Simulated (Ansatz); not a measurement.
# ZnS: the cost of one run

Method: DFT LDA, scalar-relativistic, plane waves, PAW, in Ansatz 0.2.0.

1 further run of the same task is left out (set aside as unsound or not needed). Runs told in other sessions of the task aren't counted.

## Step 1: The system as given

It takes space group F-43m (No. 216, cubic). The conventional cell has a = 5.409 Å, b = 5.409 Å, c = 5.409 Å, α = 90.00°, β = 90.00°, γ = 90.00°. Zn (site symmetry -43m) has 4 S at 2.34 Å in its first shell of neighbours. S (site symmetry -43m) is surrounded by 4 Zn at 2.34 Å.

Structure file:

```cif
data_structure
_symmetry_space_group_name_H-M 'P 1'
_symmetry_Int_Tables_number 1
_cell_length_a 3.8250
_cell_length_b 3.8250
_cell_length_c 9.3692
_cell_angle_alpha 90.000
_cell_angle_beta 90.000
_cell_angle_gamma 60.000
_cell_volume 118.71
loop_
_atom_site_label
_atom_site_type_symbol
_atom_site_fract_x
_atom_site_fract_y
_atom_site_fract_z
_atom_site_occupancy
Zn1 Zn 0.66667 0.66667 0.33333 1
Zn2 Zn 0.00000 0.00000 0.00000 1
Zn3 Zn 0.33333 0.33333 0.66667 1
S1 S 0.66667 0.66667 0.08333 1
S2 S 0.00000 0.00000 0.75000 1
S3 S 0.33333 0.33333 0.41667 1
```

The cell is taken as given, not relaxed at this level.

## Step 2: Zero of energy

The cell is repeated 3 times, 6 atoms in all. Reference values: F = -12352.2038 eV; pressure -4.74 GPa; largest force 0.000 eV/Å; gap on the mesh 1.85 eV. It was computed beforehand with the settings of the runs below.

## Step 3: Setting up sliding across a plane

The cut lies on the cell's a–b face, a (1 -1 1) plane of area 12.67 Å², between layers 2.34 Å apart (S below, Zn above); the cell is 9.4 Å thick. Vector c is tilted by f times 1·a + 0·b (length 3.825 Å) with the atoms' Cartesian places fixed: one unrelaxed fault per cell.

## Step 4: At f = 0.200

Contents of input.yaml:

```yaml
crystal:
  lattice:
    - [2.70465, -2.70465, 0.0]
    - [2.70465, 0.0, -2.70465]
    - [5.95023, 4.86837, 5.4093]
  atoms:
    - { symbol: Zn, position: [0.64166, 0.6666666667, 0.1250333333] }
    - { symbol: Zn, position: [-0.15834, 0.0, 0.7917] }
    - { symbol: Zn, position: [0.24166, 0.3333333333, 0.4583666667] }
    - { symbol: S, position: [0.49166, 0.6666666667, 0.8750333333] }
    - { symbol: S, position: [0.89166, 1.0, 0.5417] }
    - { symbol: S, position: [0.29166, 0.3333333333, 0.2083666667] }
basis:
  ecutwfc: 420
kpoints:
  mp_grid: { grid: [8, 8, 3] }
hamiltonian:
  xc: lda
scf:
  occupations: { method: gaussian, width: 0.05 }
output:
  forces: true
  stress: true
  eigenvalues: true
  write_density: true
  write_potential: true
  elf: true
  volumetric_format: npy
```

Run with:

```bash
> ansatz run input.yaml --threads 2 --pin off --max-ram 5120MiB --backend cpu --events-out ev --progress --plain --runs-dir out
```

What time and memory should one allow on 2 threads of AMD EPYC 9R45 (Zen 5), shared host?

About 8.1 s, with a peak of 0.59 GiB.
